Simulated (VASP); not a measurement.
Here is a VASP 6.6.1 calculation.

The input INCAR:

```
SYSTEM = PtSe2
PREC = Accurate ; ENCUT = 600
EDIFF = 1E-6 ; ISMEAR = 0
SIGMA = 0.03 ; LREAL = .False.
LASPH = .True. ; NELM = 80
ALGO = Normal ; ISIF = 3
LWAVE = .False. ; LCHARG = .False.
GGA = PE ; IVDW = 12
IBRION = 2 ; NSW = 90
EDIFFG = -0.01 ; LATTICE_CONSTRAINTS = .TRUE. .TRUE. .FALSE.
```

File KPOINTS:

```
regular mesh
0
Gamma
  9 9 1
  0 0 0
```

Contents of POSCAR:

```
PtSe2
1.0
    3.7240000000      0.0000000000      0.0000000000
   -1.8620000000      3.2250786000      0.0000000000
    0.0000000000      0.0000000000     20.5310000000
Se Pt
2 1
Direct
    0.6666666700      0.3333333300      0.4383615000
    0.3333333300      0.6666666700      0.5616385000
    0.0000000000      0.0000000000      0.5000000000
```

Potentials or basis: VASP PAW PBE potentials, release 64 (Se, Pt).

Command:

```sh
$ cat potpaw_PBE.64/Se/POTCAR potpaw_PBE.64/Pt/POTCAR > POTCAR
$ mpirun -np 1 vasp_std > vasp.out
```

Problem. What does it give for the relaxed volume?

Solution. 81.38 Å³/atom.

Problem. Estimate the relaxed cell.

Solution. a = 3.705 Å, b = 3.705 Å, c = 20.531 Å, α = 90.00°, β = 90.00°, γ = 120.00°.

Final structure:
```cif
data_structure
_symmetry_space_group_name_H-M 'P 1'
_symmetry_Int_Tables_number 1
_cell_length_a 3.7055
_cell_length_b 3.7055
_cell_length_c 20.5310
_cell_angle_alpha 90.000
_cell_angle_beta 90.000
_cell_angle_gamma 120.000
_cell_volume 244.13
loop_
_atom_site_label
_atom_site_type_symbol
_atom_site_fract_x
_atom_site_fract_y
_atom_site_fract_z
_atom_site_occupancy
Se1 Se 0.66667 0.33333 0.43545 1
Se2 Se 0.33333 0.66667 0.56455 1
Pt1 Pt 0.00000 0.00000 0.50000 1
```
